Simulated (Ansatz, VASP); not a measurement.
# Two plane-wave programs on LiF

File INCAR:

```
SYSTEM = LiF
PREC = Accurate
ENCUT = 520
EDIFF = 1E-6
ISMEAR = -1
SIGMA = 0.02
LREAL = .False.
LASPH = .True.
NELM = 80
ALGO = Normal
ISIF = 2
LWAVE = .False.
LCHARG = .False.
GGA = PE
NBANDS = 12
```

Contents of KPOINTS:

```
Automatic mesh
0
Gamma
  10 10 10
  0 0 0
```

POSCAR

```
LiF
1.0
    2.5162584520      0.0000000000      0.0000000000
    0.0000000000      2.5162584520      0.0000000000
    0.0000000000      0.0000000000      2.5162584520
Li F
1 1
Direct
    0.0000000000      0.0000000000      0.0000000000
    0.5000000000      0.5000000000      0.5000000000
```

Input for Ansatz:

```yaml
crystal:
  lattice:
    - [2.516258452, 0.0, 0.0]
    - [0.0, 2.516258452, 0.0]
    - [0.0, 0.0, 2.516258452]
  atoms:
    - { symbol: Li, position: [0.0, 0.0, 0.0] }
    - { symbol: F, position: [0.5, 0.5, 0.5] }
kpoints:
  mp_grid: { grid: [10, 10, 10] }
  band_path:
    path:
      - [[0.0, 0.0, 0.0], [-8.561551071138e-51, 0.5, 1.275657211641e-35], [0.5, 0.5, -1.020525769313e-34], [0.0, 0.0, 0.0], [0.5, 0.5, 0.5], [-8.561551071138e-51, 0.5, 1.275657211641e-35]]
      - [[0.5, 0.5, 0.5], [0.5, 0.5, -1.020525769313e-34]]
    npoints: 10
hamiltonian:
  xc: pbe
scf:
  occupations: { method: fermi_dirac, width: 0.02 }
  n_extra_bands: 4
output:
  forces: true
  stress: true
  eigenvalues: true
```

The cell was built by a generator and needn't be a form met in nature.

Alike in both runs: task single point; functional PBE; k mesh 10 × 10 × 10; occupations fermi-dirac, width 0.02 eV; no spin polarisation.

|  | VASP | Ansatz |
| --- | --- | --- |
| version | VASP 6.6.1 | Ansatz 0.2.0 |
| potentials or method | VASP PAW PBE potentials, release 64 (Li_sv, F) | plane waves, PAW |
| plane-wave cutoff (eV) | 520 | 420 |
| valence electrons in the cell | 10 | 10 |

Ansatz gave:

```
gap on the k mesh at the Fermi level (eV) : 7.93
```

**Question.** Which values does VASP return?

**Answer.** gap on the k mesh at the Fermi level (eV): 7.95.

 PBE gaps usually lie below the measured ones, often by a third to a half. A k mesh can miss the band edges.
